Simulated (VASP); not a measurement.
# C (Fd-3m) in VASP: a series of runs, part 3 of 3

VASP 6.6.1. Earlier steps stand in the parts before.

**6. Dielectric tensor, LDA**

Input file INCAR:

```
SYSTEM = C
  ALGO = Normal
  EDIFF = 1E-8
  ENCUT = 400
  ISIF = 2
  ISMEAR = 0
  LASPH = .TRUE.
  LCHARG = .FALSE.
  LEPSILON = .TRUE.
  LREAL = .FALSE.
  LWAVE = .FALSE.
  NELM = 100
  PREC = Normal
  SIGMA = 0.01
```

Input file KPOINTS:

```
k-points
0
G
  8 8 8
  0 0 0
```

Input file POSCAR:

```
C
1.0
    0.0000000000      1.7833700000      1.7833700000
    1.7833700000      0.0000000000      1.7833700000
    1.7833700000      1.7833700000      0.0000000000
C
2
Direct
    0.7500000000      0.7500000000      0.7500000000
    0.5000000000      0.5000000000      0.5000000000
```

Potentials or basis: VASP PAW LDA potentials, release 64 (C).

Command:

```sh
cat potpaw_LDA.64/C/POTCAR > POTCAR
mpirun -np 1 vasp_std > vasp.out
```

OUTCAR:

```text
SYSTEM = C
   EDIFF = 1E-8
   ENCUT = 400
   ISIF = 2
   ISMEAR = 0
   LASPH = .TRUE.
   LEPSILON = .TRUE.
   LREAL = .FALSE.
   NELM = 100
   PREC = Normal

 Found     29 irreducible k-points:

 Following reciprocal coordinates:
            Coordinates               Weight
  0.000000  0.000000  0.000000      1.000000
  0.125000  0.000000  0.000000      8.000000
  0.250000  0.000000  0.000000      8.000000
  0.375000  0.000000  0.000000      8.000000
  0.500000  0.000000  0.000000      4.000000
  0.125000  0.125000  0.000000      6.000000
   k-points           NKPTS =     29   k-points in BZ     NKDIM =     29   number of bands    NBANDS=      8
   number of dos      NEDOS =    301   number of ions     NIONS =      2
   total plane-waves  NPLWV =   1728
   dimension x,y,z NGX =    12 NGY =   12 NGZ =   12
   dimension x,y,z NGXF=    24 NGYF=   24 NGZF=   24
   ions per type =               2
   NGX,Y,Z   is equivalent  to a cutoff of   7.91,  7.91,  7.91 a.u.
   NGXF,Y,Z  is equivalent  to a cutoff of  15.82, 15.82, 15.82 a.u.
 SYSTEM =  C
   PREC   = normal    normal or accurate (medium, high low for compatibility)
   ISTART =      0    job   : 0-new  1-cont  2-samecut
   ICHARG =      2    charge: 1-file 2-atom 10-const
[... 178 lines left out ...]
  ---------------------------------------------------
  free energy    TOTEN  =        -0.16116932 eV

  energy without entropy =       -0.16116932

------------------------ aborting loop because EDIFF is reached ----------------------------------------

 PIEZOELECTRIC TENSOR FIELD DIRECTION 3  (e Angst)
 -----------------------------------------------------------------------------
     0.00011 -0.00000  0.00000           ( -0.00000 -0.00000  0.00000)
    -0.00000  0.00011  0.00000           ( -0.00000 -0.00000  0.00000)
     0.00000  0.00000 -0.00062           (  0.00000  0.00000 -0.00001)

 PIEZOELECTRIC TENSOR FIELD DIRECTION 3  (C/m^2)
 -----------------------------------------------------------------------------
     0.00015 -0.00000  0.00000
    -0.00000  0.00015  0.00000
     0.00000  0.00000 -0.00087

 MACROSCOPIC STATIC DIELECTRIC TENSOR (including local field effects in DFT)
 ------------------------------------------------------
           5.859780    -0.000000    -0.000000
           0.000000     5.859780    -0.000000
           0.000000     0.000000     5.859780
 ------------------------------------------------------

 PIEZOELECTRIC TENSOR (including local field effects)  for field in x, y, z        (e  Angst)
          XX          YY          ZZ          XY          YZ          ZX
  --------------------------------------------------------------------------------
  x    -0.00000    -0.00000     0.00000     0.00000     0.00000     0.00000
  y    -0.00000    -0.00000     0.00000     0.00000    -0.00000     0.00000
  z    -0.00000    -0.00000     0.00000     0.00000     0.00000     0.00000

 PIEZOELECTRIC TENSOR (including local field effects)  for field in x, y, z        (C/m^2)
          XX          YY          ZZ          XY          YZ          ZX
  --------------------------------------------------------------------------------
  x    -0.00000    -0.00000     0.00000     0.00000     0.00000     0.00000
  y    -0.00000    -0.00000     0.00000     0.00000    -0.00000     0.00000
  z    -0.00000    -0.00000     0.00000     0.00000     0.00000     0.00000

 BORN EFFECTIVE CHARGES (including local field effects) (in |e|, cummulative output)
 ---------------------------------------------------------------------------------
 ion    1
    1     0.00000    -0.00000    -0.00000
    2     0.00000     0.00000    -0.00000
    3    -0.00000     0.00000     0.00000
 ion    2
    1    -0.00000     0.00000     0.00000
    2    -0.00000    -0.00000     0.00000
    3     0.00000    -0.00000    -0.00000
```

stdout:

```text
POSCAR found type information on POSCAR C
 POSCAR found :  1 types and       2 ions
 scaLAPACK will be used
 LDA part: xc-table for (Slater(with rela. corr.)+CA(PZ))
 , standard interpolation
 POSCAR, INCAR and KPOINTS ok, starting setup
 FFT: planning ... GRIDC
 FFT: planning ... GRID_SOFT
 FFT: planning ... GRID
 WAVECAR not read
 entering main loop
 Linear response reoptimize wavefunctions to high precision
 Linear response G [H, r] |phi>, progress :
  Direction:   1
 Linear response G [H, r] |phi>, progress :
  Direction:   2
 Linear response G [H, r] |phi>, progress :
  Direction:   3
 Linear response to external field (no local field effect), progress :
  Direction:   1
 dielectric tensor                  component  1 :     7.040     2.763     0.769
 Linear response to external field (no local field effect), progress :
  Direction:   2
 dielectric tensor                  component  2 :     2.763     7.014    -0.951
 Linear response to external field (no local field effect), progress :
  Direction:   3
 dielectric tensor                  component  3 :     0.769    -0.951     4.068
 Linear response to external field, progress :
  Direction:   1
 dielectric tensor                  component  1 :     5.860     1.864     0.490
 Linear response to external field, progress :
  Direction:   2
 dielectric tensor                  component  2 :     1.613     5.860    -0.333
 Linear response to external field, progress :
  Direction:   3
 dielectric tensor                  component  3 :     0.180     1.021     5.860
 Born effective charges drift removed
```

It took 7 s on 1 thread of Intel Xeon Platinum 8559C (Emerald Rapids), shared host; peak memory 0.11 GiB.

The run converged, but some of its settings lie outside the range that counts as converged, so its numbers aren't taken as properties of the crystal.

Results:

```yaml
Band_gap_on_the_k_mesh: 4.08 eV, indirect (least direct gap 5.54 eV)
Electronic_dielectric_tensor_diagonal: 5.86
Born_charges_mean_of_the_diagonal: C +0.00 e
```

Caveat: the cutoff is under 1.25 times the usual one of these potentials, so pressure, stress and relaxed cells hold a basis-set (Pulay) error.

**7. For comparison**

An earlier run on the cell as given: functional PBE; potentials or basis VASP PAW PBE potentials, release 64 (C); cutoff 520 eV; k mesh 13 × 13 × 13; occupations fermi-dirac, width 0.05 eV; no spin polarisation.

- Pressure: 2.5 GPa
- Band gap on the k mesh: 4.14 eV, indirect (least direct gap 5.59 eV)
